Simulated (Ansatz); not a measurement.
# ScAl: straining the crystal, equal strain of all cell vectors

One table from this session's results is given with a row withheld; the runs are named, their logs left out.

Method: DFT PBEsol, scalar-relativistic, plane waves, PAW, in Ansatz 0.2.0.

2 further runs of the same task are left out: 2 set aside as unsound or not needed.

**The structure to begin with**

The structure is cubic, space group Pm-3m (No. 221). The conventional cell has a = 3.344 Å, b = 3.344 Å, c = 3.344 Å, α = 90.00°, β = 90.00°, γ = 90.00°. Sc (site symmetry m-3m) has 8 Al at 2.90 Å as nearest neighbours. Al (site symmetry m-3m) is surrounded by 8 Sc at 2.90 Å.

Coordinates:

```
Sc Al
1.0
     3.34440    0.00000    0.00000
     0.00000    3.34440    0.00000
     0.00000    0.00000    3.34440
Sc Al
1 1
Direct
  0.50000 0.50000 0.50000
  0.00000 0.00000 0.00000
```

It goes back to an entry of the Materials Project, which need not be the stable form.

This cell was relaxed beforehand with the same method: volume 18.70 Å³/atom, gap on the mesh none (metal).

The first run:

input.yaml

```yaml
crystal:
  lattice:
    - [3.3444038963, 0.0, 0.0]
    - [0.0, 3.3444038963, 0.0]
    - [0.0, 0.0, 3.3444038963]
  atoms:
    - { symbol: Sc, position: [0.5, 0.5, 0.5] }
    - { symbol: Al, position: [0.0, 0.0, 0.0] }
basis:
  ecutwfc: 420
kpoints:
  mp_grid: { grid: [16, 16, 16] }
hamiltonian:
  xc: pbesol
scf:
  occupations: { method: gaussian, width: 0.1 }
output:
  forces: true
  stress: true
  eigenvalues: true
```

The run is started by

```console
ansatz run input.yaml --threads 1 --pin off --max-ram 2560MiB --backend cpu --events-out ev --progress --plain --runs-dir out
```

Steps of the session up to this table: Zero strain; Strain -2.0 %; At +2.0 %; Strain -4.0 %; The cell strained by +4.0 %; The cell strained by -6.0 %; Strain +6.0 %.

One table of the session follows, with a row left open; its other results are not shown here.

It belongs to the step «Energy and stress against strain (a metal throughout)». Lengths are those of the vectors of the cell that was run; stresses in GPa:

```
strain (%)  ΔE (meV/atom)  a (Å)  b (Å)  c (Å)
      -6.0          185.3  3.144  3.144  3.144
      -4.0           77.5  3.211  3.211  3.211
      -2.0           18.2  3.278  3.278  3.278
      +0.0            0.0  3.344  3.344  3.344
      +2.0              ?      ?      ?      ?
      +4.0           60.6  3.478  3.478  3.478
      +6.0          129.3  3.545  3.545  3.545
```

Q: Estimate the row for strain (%) = +2.0 from the others.

Worked estimate for «ΔE (meV/atom)». A straight line through the neighbours (0.0, 0.0) and (4.0, 60.6) gives 0.0 + (60.6 − 0.0) × (2.0 − 0.0) / (4.0 − 0.0) = 30.3; a parabola fitted to 4 rows on both sides gives 15.8.

As computed: ΔE (meV/atom): 16.0; a (Å): 3.411; b (Å): 3.411; c (Å): 3.411. In «ΔE (meV/atom)» the line misses by +14.3 and the parabola by -0.2.

ΔE is over the unstrained cell. Stress in GPa, positive in compression, on the Cartesian axes of the input. 
